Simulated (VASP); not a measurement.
Here is a VASP 6.6.1 calculation.

The input POSCAR:

```
InP
1.0
    0.0000000000      2.9305000000      2.9305000000
    2.9305000000      0.0000000000      2.9305000000
    2.9305000000      2.9305000000      0.0000000000
In P
1 1
Direct
    0.0000000000      0.0000000000      0.0000000000
    0.7500000000      0.7500000000      0.7500000000
```

File INCAR.step1:

```
ALGO = Normal
EDIFF = 1E-4
ENCUT = 520
GGA = PE
ISMEAR = -1
LASPH = T
LCHARG = F
LREAL = F
LWAVE = T
NBANDS = 16
NELM = 100
PREC = Accurate
SIGMA = 0.05
```

The input INCAR.step2:

```
ALGO = Normal
EDIFF = 1E-6
ENCUT = 520
ISIF = 2
ISMEAR = -1
ISTART = 1
LASPH = T
LCHARG = F
LMIXTAU = T
LREAL = F
LWAVE = F
METAGGA = R2SCAN
NBANDS = 16
NELM = 100
PREC = Accurate
SIGMA = 0.05
```

The input KPOINTS:

```
k-points
0
Gamma
  8 8 8
```

Potentials or basis: VASP PAW PBE potentials, release 64 (In_d, P).

Launch:

```console
$ cat potpaw_PBE.64/In_d/POTCAR potpaw_PBE.64/P/POTCAR > POTCAR
$ cp INCAR.step1 INCAR
$ mpirun -np 1 vasp_std > vasp.out
$ cp INCAR.step2 INCAR
$ mpirun -np 1 vasp_std > vasp.out
```

Q: Estimate the pressure.

A: 1.6 GPa.

Q: Estimate the band gap on the k mesh.

A: 1.17 eV, direct.

Caveat: the PAW data sets were made with another functional, which shifts forces and pressure a little; spin-orbit coupling is left out, which moves the levels of the heavy elements.

**Experimental background.**

A printed reference work, data compilation reports, for a bulk crystal of InP at 1.6 K: band gap 1.4236 eV (direct).

A measured gap of InP is 1.4236 eV (direct; 1.6 K; a printed reference work, data compilation); the calculated 1.17 eV misses it by -0.25 eV. Spin-orbit coupling on In is left out. The value is that of r2SCAN, without temperature or zero-point motion.
